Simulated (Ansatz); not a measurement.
## Random displacements in Te₂Mo

Theory: Ansatz, DFT PBE, scalar-relativistic, plane waves, PAW. Cutoff 420 eV, Γ-centred 12×12×2 k-points, Gaussian smearing of 0.05 eV. Spin–orbit coupling is left out, which matters for the heavy elements here. No spin polarisation. Energies are free energies at this smearing, counted from the undisturbed cell; pressure is positive in compression.

Zero of the scan (as given, not relaxed at this level):

```
Te Mo
1.0
     3.51820    0.00000    0.00000
    -1.75910    3.04685    0.00000
     0.00000    0.00000   13.97360
Te Mo
4 2
Direct
  0.33333 0.66667 0.62100
  0.66667 0.33333 0.12100
  0.33333 0.66667 0.87900
  0.66667 0.33333 0.37900
  0.33333 0.66667 0.25000
  0.66667 0.33333 0.75000
```

The cell holds layers and no dispersion correction was added, so their binding is poorly described.

After a displacement of all atoms with no net shift and a strain of the cell, the run gives ΔE = 24.5 meV/atom; stress (xx, yy, zz, yz, xz, xy; compression positive) (1.84, 2.93, 4.26, 1.72, 4.35, 0.41) GPa; gap on the mesh 0.71 eV.

```tsv
atom	Fx (eV/Å)	Fy	Fz
Te1	-0.580	-0.478	-0.752
Te2	-0.469	-0.128	0.104
Te3	0.540	0.195	0.832
Te4	0.548	0.124	-0.210
Mo5	-0.079	-0.005	0.101
Mo6	0.040	0.293	-0.075
```

Problem. Which displacements (Å, in the unstrained cell) and strain were applied?

Solution.
```
atom ux uy uz
 Te1   0.04   0.03   0.03
 Te2   0.02   0.02  -0.02
 Te3  -0.02  -0.04  -0.04
 Te4  -0.04   0.00   0.03
 Mo5   0.01   0.01   0.00
 Mo6  -0.01  -0.02   0.00
```
Strain (Voigt, engineering shear): (0.0090, 0.0010, -0.0024, -0.0065, -0.0318, -0.0108).

Cost: 1 run of about 0.56 core-minutes, on AMD EPYC 9R45 (Zen 5) (shared hosts).